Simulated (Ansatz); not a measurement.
## BN: moving B off its site

BN, F-43m, a = 3.626 Å (as given, not relaxed at this level: -0.4 GPa). The compound has several low-lying forms, and this is one of them. Ansatz: PBE, PAW, 420 eV, Γ-centred 12×12×12 mesh on 2 atoms, Gaussian smearing 0.05 eV; no spin polarisation.

```xyz
2
Lattice="0.0000 1.8130 1.8130 1.8130 0.0000 1.8130 1.8130 1.8130 0.0000" Properties=species:S:1:pos:R:3 pbc="T T T"
B     0.0000    0.0000    0.0000
N     2.7195    2.7195    2.7195
```

Atom 1 (B) moves by x along the unit vector (0.707, 0.707, 0.000), with its periodic images; all else is held. y is the free energy of the cell over the start, F the force along the path summed over the moved atoms. Symmetry makes y even in x.

| x (Å) | y (meV) | F (eV/Å) |
| --- | --- | --- |
| -0.200 | ? | ? |
| -0.100 | 117.7 | 2.35 |
| 0.000 | 0.0 | 0.00 |
| 0.025 | 7.4 | -0.59 |
| 0.050 | 29.5 | -1.18 |
| 0.075 | 66.3 | -1.77 |
| 0.125 | 183.8 | -2.94 |
| 0.150 | 264.5 | -3.52 |
| 0.175 | 359.6 | -4.10 |

**Question.** Fit y = c2 x² + c4 x⁴ to the energies of the other rows, give the force constant, and predict energy and force of the missing row.

**Answer.** Least squares on the rows shown. y = 11788 x² − 1512.2 x⁴. The force constant is 2 c2 = 23.6 eV/Å² (for all images moving together, not for a lone atom). With two atoms in a cubic cell this is the optical mode at Γ without the LO field: ω = 521.5 √(2 c2/μ) = 1025 cm⁻¹ for μ = 6.10 u. The force −dy/dx at the missing row is 4.67 eV/Å (computed 4.67). At x = -0.200 the fit asked for gives 469.1 meV. The run gave 469.2 meV, so the fit is 0.1 meV too low, a small miss on the scale of the series.